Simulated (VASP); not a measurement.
Runs of VASP 6.6.1 on BAs. It takes space group F-43m (No. 216, cubic). The conventional cell has a = 4.778 Å, b = 4.778 Å, c = 4.778 Å, α = 90.00°, β = 90.00°, γ = 90.00°. B (site symmetry -43m) has 4 As at 2.07 Å as nearest neighbours. As (site symmetry -43m) has 4 B at 2.07 Å as nearest neighbours. The cell was built by a generator and needn't be a form met in nature.

| level | potentials or basis | k mesh | grid for exact exchange (PRECFOCK) | exchange at q = 0 | screening parameter | mesh quality | gap on the mesh (eV) | pressure (GPa) |
| --- | --- | --- | --- | --- | --- | --- | --- | --- |
| LDA | VASP PAW LDA potentials, release 64 (B, As) | 10 × 10 × 10 | - | - | - | not flagged | 1.12 | (b) |
| PBE0 | VASP PAW PBE potentials, release 64 (B, As) | 5 × 5 × 5 | Fast | truncated | - | coarse | 2.55 | -0.7 |
| TB-mBJ | VASP PAW PBE potentials, release 64 (B, As) | 10 × 10 × 10 | - | - | - | not flagged | 1.76 | - |
| PBE | VASP PAW PBE potentials, release 64 (B, As) | 5 × 5 × 5 | - | - | - | coarse | 1.17 | 3.5 |
| HSE06 | VASP PAW PBE potentials, release 64 (B, As) | 10 × 10 × 10 | Fast | - | 0.2 1/A | not flagged | (a) | -0.7 |

Alike in all rows: task single point; no spin polarisation; cell as given; cutoff (eV) 520; smearing gaussian 0.02 eV.

Q: Estimate the missing entries.

A: (a) 1.85; (b) -3.2.

Caveats: some runs use coarse meshes; the PAW data sets were made with another functional, which shifts forces and pressure a little (some runs); an odd mesh through Γ misses points on the zone boundary, where band edges often lie (some runs).

A k mesh can miss the band edges, and the runs leave out spin-orbit coupling on As.

Not every run made on this cell is shown here.
